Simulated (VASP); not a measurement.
Write the native input for VASP 6.6.1 that does the following.

```
Task                    : density of states
Functional              : PBE
Potentials or basis     : VASP PAW PBE potentials, release 64 (Zn, Cu, Sn_d, Se)
Cutoff                  : 520 eV
k mesh                  : 10 × 10 × 10
Occupations             : methfessel-paxton, width 0.1 eV
Spin                    : no spin polarisation
k mesh for the DOS      : 15 × 15 × 15
Occupations for the DOS : tetrahedron
Further INCAR settings  : ALGO = Normal; EDIFF = 1e-06; NBANDS = 46
```

Crystal: ZnCu2SnSe4.

```
Zn Cu Sn Se
1.0
    -2.83251    2.83251    5.66312
     2.83251   -2.83251    5.66312
     2.83251    2.83251   -5.66312
Zn Cu Sn Se
1 2 1 4
Direct
  0.75000 0.25000 0.50000
  0.25000 0.75000 0.50000
  0.00000 0.00000 0.00000
  0.50000 0.50000 0.00000
  0.62994 0.63986 0.53100
  0.10886 0.09894 0.46900
  0.90106 0.37006 0.00992
  0.36014 0.89114 0.99008
```

The cell comes from a database or a generator and needn't be the stable form of this composition.

The input as run:

POSCAR

```
ZnCu2SnSe4                              
1.0
   -2.8325121695      2.8325121667      5.6631203632
    2.8325121695     -2.8325121667      5.6631203632
    2.8325121667      2.8325121695     -5.6631203632
  Zn              Cu              Sn              Se            
     1     2     1     4
Direct
     0.7500000000000000    0.2500000000000000    0.5000000000000000
     0.2500000000000000    0.7500000000000000    0.5000000000000000
     0.0000000000000000    0.0000000000000000    0.0000000000000000
     0.5000000000000000    0.5000000000000000    0.0000000000000000
     0.6299398007125161    0.6398559926438869    0.5309960500260681
     0.1088599426178189    0.0989437506864481    0.4690039499739320
     0.9010562493135520    0.3700601992874839    0.0099161919313709
     0.3601440073561131    0.8911400573821811    0.9900838080686292
```

INCAR.step1

```
SYSTEM = ZnCu2SnSe4
PREC = Accurate
ENCUT = 520
EDIFF = 1E-6
ISMEAR = 1
SIGMA = 0.1
LREAL = .FALSE.
LASPH = .TRUE.
NELM = 80
ALGO = Normal
ISIF = 2
LWAVE = .FALSE.
LCHARG = .TRUE.
LMAXMIX = 4
GGA = PE
NBANDS = 46
KPAR = 4
```

KPOINTS.step1

```
Automatic mesh
0
G
  10 10 10
  0 0 0
```

INCAR.step2

```
SYSTEM = ZnCu2SnSe4
PREC = Accurate
ENCUT = 520
EDIFF = 1E-6
ISMEAR = -5
SIGMA = 0.1
LREAL = .FALSE.
LASPH = .TRUE.
NELM = 80
ALGO = Normal
ISIF = 2
LWAVE = .FALSE.
LCHARG = .FALSE.
LMAXMIX = 4
GGA = PE
LORBIT = 11
NBANDS = 46
KPAR = 4
NEDOS = 2001
ICHARG = 11
```

KPOINTS.step2

```
Automatic mesh
0
G
  15 15 15
  0 0 0
```

Potentials or basis: VASP PAW PBE potentials, release 64 (Zn, Cu, Sn_d, Se).

The run is started by

```bash
$ cat potpaw_PBE.64/Zn/POTCAR potpaw_PBE.64/Cu/POTCAR potpaw_PBE.64/Sn_d/POTCAR potpaw_PBE.64/Se/POTCAR > POTCAR
$ cp INCAR.step1 INCAR
$ cp KPOINTS.step1 KPOINTS
$ mpirun -np 4 vasp_std > vasp.out
$ cp INCAR.step2 INCAR
$ cp KPOINTS.step2 KPOINTS
$ mpirun -np 4 vasp_std > vasp.out
```

Results of the run:

```json
{
  "Valence electrons inside the program's atomic spheres": "Zn 10.78; Cu 10.01, 10.00; Sn 12.25; Se 3.87"
}
```

Wall time 36 min on 4 MPI ranks on AMD EPYC 7R13 Processor (Zen 3), on a shared host, peak memory 3.1 GiB a rank.
